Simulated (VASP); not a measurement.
# PbSe (Clausthalite) (Fm-3m) in VASP: further runs

The runs below take PbSe (Clausthalite) through single point, relaxation of cell and atoms, with PBE, BLYP+D4.

Program: VASP 6.6.1. These are calculated values, not measurements. Logs are shortened: lines on timing, memory, paths and dates and some standing lists are left out, and cuts for length are marked.

**Experimental background.**

From a printed reference work, monograph, for a bulk crystal of PbSe at 4.2 K: band gap 0.15 eV (direct).

The results are compared with them further down.

## Step 1: The cell of the first run

Symmetry: Fm-3m, No. 225, cubic system. The conventional cell has a = 6.121 Å, b = 6.121 Å, c = 6.121 Å, α = 90.00°, β = 90.00°, γ = 90.00°. Within 4.0 Å of Pb (site symmetry m-3m) lie 6 Se at 3.06 Å. Se (site symmetry m-3m) has 6 Pb at 3.06 Å within 4.0 Å.

## Step 2: Single point, PBE

Input file INCAR:

```
SYSTEM = PbSe
ALGO     = Normal         ! electronic algorithm
EDIFF    = 1E-6           ! SCF threshold, eV
ENCUT    = 520            ! plane-wave cutoff, eV
GGA      = PE             ! functional
ISIF     = 2              ! what is computed and relaxed
ISMEAR   = 0              ! smearing method
LASPH    = .True.         ! aspherical terms in the spheres
LCHARG   = .False.        ! write CHGCAR
LREAL    = .False.        ! projectors in reciprocal space
LWAVE    = .False.        ! write WAVECAR
NBANDS   = 17             ! bands
NELM     = 80             ! most SCF steps
PREC     = Accurate       ! precision mode
SIGMA    = 0.022          ! smearing width, eV
```

Input file KPOINTS:

```
k-points
0
Gamma
  8 8 8
  0 0 0
```

Input file POSCAR:

```
PbSe
1.0
    0.0000000000      3.0606500000      3.0606500000
    3.0606500000      0.0000000000      3.0606500000
    3.0606500000      3.0606500000      0.0000000000
Pb Se
1 1
Direct
    0.0000000000      0.0000000000      0.0000000000
    0.5000000000      0.5000000000      0.5000000000
```

Potentials or basis: VASP PAW PBE potentials, release 64 (Pb_d, Se).

Command:

```
$ cat potpaw_PBE.64/Pb_d/POTCAR potpaw_PBE.64/Se/POTCAR > POTCAR
$ mpirun -np 1 vasp_std > vasp.out
```

OUTCAR:

```text
SYSTEM = PbSe
   EDIFF = 1E-6
   ENCUT = 520
   GGA = PE
   ISIF = 2
   ISMEAR = 0
   LASPH = .True.
   LREAL = .False.
   NELM = 80
   PREC = Accurate

 ion  position               nearest neighbor table
   1  0.000  0.000  0.000-   2 3.06   2 3.06   2 3.06   2 3.06   2 3.06   2 3.06
   2  0.500  0.500  0.500-   1 3.06   1 3.06   1 3.06   1 3.06   1 3.06   1 3.06

  LATTYP: Found a face centered cubic cell.
 ALAT       =     6.1213000000

  Lattice vectors:

 A1 = (   0.0000000000,   3.0606500000,   3.0606500000)
 A2 = (   3.0606500000,   0.0000000000,   3.0606500000)
 A3 = (   3.0606500000,   3.0606500000,   0.0000000000)

Analysis of symmetry for initial positions (statically):
=====================================================================
 Subroutine PRICEL returns:
 Original cell was already a primitive cell.

 Routine SETGRP: Setting up the symmetry group for a
 face centered cubic supercell.

 Subroutine GETGRP returns: Found 48 space group operations
 (whereof 48 operations were pure point group operations)
 out of a pool of 48 trial point group operations.

The static configuration has the point symmetry O_h .

Analysis of symmetry for dynamics (positions and initial velocities):
=====================================================================
 Subroutine PRICEL returns:
 Original cell was already a primitive cell.

 Routine SETGRP: Setting up the symmetry group for a
 face centered cubic supercell.

 Subroutine GETGRP returns: Found 48 space group operations
 (whereof 48 operations were pure point group operations)
 out of a pool of 48 trial point group operations.

The dynamic configuration has the point symmetry O_h .

 Subroutine INISYM returns: Found 48 space group operations
 (whereof 48 operations are pure point group operations),
 and found     1 'primitive' translations

----------------------------------------------------------------------------------------

                                     Primitive cell

  volume of cell :      57.3418

  direct lattice vectors                    reciprocal lattice vectors
     0.000000000  3.060650000  3.060650000    -0.163363991  0.163363991  0.163363991
     3.060650000  0.000000000  3.060650000     0.163363991 -0.163363991  0.163363991
     3.060650000  3.060650000  0.000000000     0.163363991  0.163363991 -0.163363991

  length of vectors
     4.328412740  4.328412740  4.328412740     0.282954733  0.282954733  0.282954733

  position of ions in fractional coordinates (direct lattice)
     0.000000000  0.000000000  0.000000000
     0.500000000  0.500000000  0.500000000

  ion indices of the primitive-cell ions
   primitive index   ion index
                 1           1
                 2           2

----------------------------------------------------------------------------------------

 KPOINTS: k-points

Automatic generation of k-mesh.
 Grid dimensions read from file:
 generate k-points for:    8    8    8

 Generating k-lattice:

  Cartesian coordinates                     Fractional coordinates (reciprocal lattice)
    -0.020420499  0.020420499  0.020420499     0.125000000  0.000000000  0.000000000
     0.020420499 -0.020420499  0.020420499     0.000000000  0.125000000  0.000000000
     0.020420499  0.020420499 -0.020420499     0.000000000  0.000000000  0.125000000

  Length of vectors
     0.035369342  0.035369342  0.035369342

  Shift w.r.t. Gamma in fractional coordinates (k-lattice)
     0.000000000  0.000000000  0.000000000

 Subroutine IBZKPT returns following result:
 ===========================================

 Found     29 irreducible k-points:

 Following reciprocal coordinates:
            Coordinates               Weight
  0.000000  0.000000  0.000000      1.000000
  0.125000  0.000000  0.000000      8.000000
  0.250000  0.000000  0.000000      8.000000
  0.375000  0.000000  0.000000      8.000000
  0.500000  0.000000  0.000000      4.000000
  0.125000  0.125000  0.000000      6.000000
[... 16 lines left out ...]
  0.500000  0.250000  0.125000     48.000000
 -0.375000  0.250000  0.125000     24.000000
 [... further k-points ...]
   k-points           NKPTS =     29   k-points in BZ     NKDIM =     29   number of bands    NBANDS=     17
   number of dos      NEDOS =    301   number of ions     NIONS =      2
   total plane-waves  NPLWV =  32768
   dimension x,y,z NGX =    32 NGY =   32 NGZ =   32
   dimension x,y,z NGXF=    64 NGYF=   64 NGZF=   64
   ions per type =               1   1
   NGX,Y,Z   is equivalent  to a cutoff of  12.29, 12.29, 12.29 a.u.
   NGXF,Y,Z  is equivalent  to a cutoff of  24.58, 24.58, 24.58 a.u.
 SYSTEM =  PbSe
   PREC   = accura    normal or accurate (medium, high low for compatibility)
   ISTART =      0    job   : 0-new  1-cont  2-samecut
   ICHARG =      2    charge: 1-file 2-atom 10-const
   ISPIN  =      1    spin polarized calculation?
   LNONCOLLINEAR =      F non collinear calculations
   LSORBIT =      F    spin-orbit coupling
   LASPH  =      T    aspherical Exc in radial PAW
   ENCUT  =  520.0 eV  38.22 Ry    6.18 a.u.   8.05  8.05  8.05*2*pi/ulx,y,z
   NELM   =     80;   NELMIN=  2; NELMDL= -5     # of ELM steps
   EDIFF  = 0.1E-05   stopping-criterion for ELM
   LREAL  =      F    real-space projection
   EDIFFG = 0.1E-04   stopping-criterion for IOM
   NSW    =      0    number of steps for IOM
   IBRION =     -1    ionic relax: 0-MD 1-quasi-New 2-CG
   NFREE  =      0    steps in history (QN), initial steepest desc. (CG)
   ISIF   =      2    stress and relaxation
   ISYM   =      2    0-nonsym 1-usesym 2-fastsym
   POTIM  = 0.5000    time-step for ionic-motion
   TEBEG  =    0.0;   TEEND  =   0.0 temperature during run
   PSTRESS=    0.0 pullay stress
   NELECT =      20.0000    total number of electrons
   NUPDOWN=      -1.0000    fix difference up-down
   EMIN   =  10.00;   EMAX   =-10.00  energy-range for DOS
   EFERMI =   0.00;   METHOD = LEGACY
   ISMEAR =     0;   SIGMA  =   0.02  broadening in eV -4-tet -1-fermi 0-gaus
   EFERMI_NEDOS =   21; number of points for ismear=-14 and -15
   IALGO  =     38    algorithm
   IMIX   =      4    mixing-type and parameters
     AMIX     =   0.40;   BMIX     =  1.00
     AMIX_MAG =   1.60;   BMIX_MAG =  1.00
  volume/ion in A,a.u.               =      28.67       193.48
  Fermi-wavevector in a.u.,A,eV,Ry     =   1.152377  2.177676 18.068159  1.327972
  Thomas-Fermi vector in A             =   2.289028
   LORBIT       =      0    0 simple, 1 ext, 2 COOP (PROOUT), +10 PAW based schemes
   GGA     = PE    functional components
   LHFCALC =     F    Hartree Fock is set to
   AEXX    =    0.0000 exact exchange contribution
   IVDW    =     0    specifies the selected vdW correction
   LEPSILON=     F    determine dielectric tensor
   LRPA    =     F    only Hartree local field effects (RPA)
 non-spin polarized calculation
 Gauss-broadening in eV      SIGMA  =   0.02
  energy-cutoff  :      520.00
  volume of cell :       57.34
 maximum number of plane-waves:      1572
   NGX = 17   NGY = 17   NGZ = 17

 number of electron      20.0000000 magnetization

 Free energy of the ion-electron system (eV)
  ---------------------------------------------------
  ext. energy  EPLUGINS =         0.00000000
  ---------------------------------------------------
  free energy    TOTEN  =        -8.17833450 eV

  energy without entropy =       -8.17833450  energy(sigma->0) =       -8.17833450

 E-fermi :   5.2089     XC(G=0):  -9.5302

 val. band max:        5.0697046133   @ k =   0.5000   0.0000   0.0000
 cond. band min:       5.3611558138   @ k =   0.5000   0.0000   0.0000
 fundamental gap:      0.2914512005
 Fermi energy:         5.2088815620

 k-point     1 :       0.0000    0.0000    0.0000
  band No.  band energies     occupation
      1     -11.7675      2.00000
      2     -11.7675      2.00000
      3     -11.7675      2.00000
      4     -11.7635      2.00000
      5     -11.7635      2.00000
      6      -8.5252      2.00000
[... 9 lines left out ...]
     16      11.5849      0.00000
     17      13.2427      0.00000

 k-point     2 :       0.1250    0.0000    0.0000
  band No.  band energies     occupation
      1     -11.7682      2.00000
      2     -11.7682      2.00000
      3     -11.7670      2.00000
      4     -11.7617      2.00000
      5     -11.7617      2.00000
      6      -8.4069      2.00000
[... 9 lines left out ...]
     16      11.9279      0.00000
     17      14.3626      0.00000

 k-point     3 :       0.2500    0.0000    0.0000
  band No.  band energies     occupation
      1     -11.7766      2.00000
      2     -11.7766      2.00000
      3     -11.7658      2.00000
      4     -11.7504      2.00000
      5     -11.7504      2.00000
      6      -8.0818      2.00000
[... 9 lines left out ...]
     16      12.7919      0.00000
     17      16.2797      0.00000

 k-point     4 :       0.3750    0.0000    0.0000
  band No.  band energies     occupation
      1     -11.7851      2.00000
      2     -11.7851      2.00000
      3     -11.7649      2.00000
      4     -11.7388      2.00000
      5     -11.7388      2.00000
      6      -7.6714      2.00000
[... 9 lines left out ...]
     16      14.0857      0.00000
     17      16.5385      0.00000
[... 343 lines left out ...]
      1     -11.8034      2.00000
      2     -11.7700      2.00000
      3     -11.7669      2.00000
      4     -11.7464      2.00000
      5     -11.7419      2.00000
      6      -7.8041      2.00000
[... 9 lines left out ...]
     16      14.5927      0.00000
     17      15.0930      0.00000

 k-point    23 :       0.5000    0.2500    0.1250
  band No.  band energies     occupation
      1     -11.8159      2.00000
      2     -11.7729      2.00000
      3     -11.7633      2.00000
      4     -11.7433      2.00000
      5     -11.7356      2.00000
      6      -7.4428      2.00000
[... 9 lines left out ...]
     16      15.0172      0.00000
     17      16.1219      0.00000

 k-point    24 :      -0.3750    0.2500    0.1250
  band No.  band energies     occupation
      1     -11.8205      2.00000
      2     -11.7760      2.00000
      3     -11.7568      2.00000
      4     -11.7469      2.00000
      5     -11.7319      2.00000
      6      -7.2659      2.00000
[... 9 lines left out ...]
     16      15.9114      0.00000
     17      15.9961      0.00000

 [... further k-points ...]

------------------------ aborting loop because EDIFF is reached ----------------------------------------

  FORCE on cell =-STRESS in cart. coord.  units (eV):
  Direction    XX          YY          ZZ          XY          YZ          ZX
  --------------------------------------------------------------------------------------
  -------------------------------------------------------------------------------------
  Total        0.8595970      0.8595970      0.8595970     -0.0000000      0.0000000      0.0000000
  in kB       24.0178682     24.0178682     24.0178682     -0.0000000      0.0000000      0.0000000
  external PRESSURE =      24.0178682 kB  Pullay stress =       0.0000000 kB

 VOLUME and BASIS-vectors are now :
 -----------------------------------------------------------------------------
  energy-cutoff  :      520.00
  volume of cell :       57.34
      direct lattice vectors                 reciprocal lattice vectors
     0.000000000  3.060650000  3.060650000    -0.163363991  0.163363991  0.163363991
     3.060650000  0.000000000  3.060650000     0.163363991 -0.163363991  0.163363991
     3.060650000  3.060650000  0.000000000     0.163363991  0.163363991 -0.163363991

 POSITION                                       TOTAL-FORCE (eV/Angst)
 -----------------------------------------------------------------------------------
      0.00000      0.00000      0.00000         0.000000      0.000000     -0.000000
      3.06065      3.06065      3.06065         0.000000      0.000000      0.000000
 -----------------------------------------------------------------------------------
    total drift:                                0.000000     -0.000000     -0.000000

  FREE ENERGIE OF THE ION-ELECTRON SYSTEM (eV)
  ---------------------------------------------------
  free  energy   TOTEN  =        -8.1783345016 eV

  energy  without entropy=       -8.1783345016  energy(sigma->0) =       -8.17833450
```

It took 18 s on 1 thread of Intel Xeon 6975P-C, shared host; peak memory 0.19 GiB.

Results:

- Free energy: -8.1783 eV
- Pressure: 2.4 GPa
- Band gap on the k mesh: 0.29 eV, direct

Levels at points of the mesh, in eV from the valence-band top:
| k point | band 6 | band 7 | band 8 | band 9 | band 10 | band 11 | band 12 | band 13 | band 14 | band 15 |
| --- | --- | --- | --- | --- | --- | --- | --- | --- | --- | --- |
| (0.00, 0.00, 0.00) | -13.59 | -6.30 | -1.88 | -1.88 | -1.88 | 4.71 | 4.71 | 4.71 | 6.52 | 6.52 |
| (0.50, 0.00, 0.00) | -12.53 | -8.80 | -1.47 | -1.47 | 0.00 | 0.29 | 1.70 | 1.70 | 8.55 | 10.15 |
| (0.50, 0.50, 0.00) | -12.16 | -7.38 | -4.98 | -3.24 | -3.24 | 3.69 | 5.61 | 5.61 | 6.05 | 11.29 |

Caveat: spin-orbit coupling is left out, which moves the levels of the heavy elements.

(Part 1 of 2 ends here.)
